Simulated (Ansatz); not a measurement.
SnSe$_{2}$: frozen normal mode

Level of theory: DFT PBE+D3(BJ), scalar-relativistic, plane waves, PAW (Ansatz 0.2.0). Settings: plane waves to 420 eV, k-mesh 12×12×6 (Γ-centred), Gaussian smearing 0.05 eV. No spin polarisation. Energies are free energies at this smearing, counted from the undisturbed cell; pressure is positive in compression.

Reference structure (as given, not relaxed at this level; it stands at 3.0 GPa):

```
CELL_PARAMETERS angstrom
3.81100 0.00000 0.00000
-1.90550 3.30042 0.00000
0.00000 0.00000 6.13700
ATOMIC_POSITIONS crystal
Sn 0.00000 0.00000 0.00000
Se 0.33333 0.66667 0.25000
Se 0.66667 0.33333 0.75000
```

A zone-centre mode of this cell is frozen in: each atom moves by x times its row below, so x is the largest displacement.
```
atom ux uy uz
 Sn1   0.707   0.707  0.000
 Se2  -0.531  -0.531  0.000
 Se3  -0.531  -0.531  0.000
```

```tsv
x (Å)	ΔE (meV/cell)
-0.1200	148.3
-0.0600	36.5
0.0000	0.0
0.0150	2.3
0.0300	9.1
0.0450	20.5
0.0750	57.3
0.0900	82.7
0.1050	113.0
```

(1) Predict the force along the mode (eV/Å) at each point.

Answers

(1)
| x (Å) | force along the mode (eV/Å) |
| --- | --- |
| -0.1200 | 2.52 |
| -0.0600 | 1.22 |
| 0.0000 | 0.00 |
| 0.0150 | -0.30 |
| 0.0300 | -0.61 |
| 0.0450 | -0.91 |
| 0.0750 | -1.54 |
| 0.0900 | -1.86 |
| 0.1050 | -2.19 |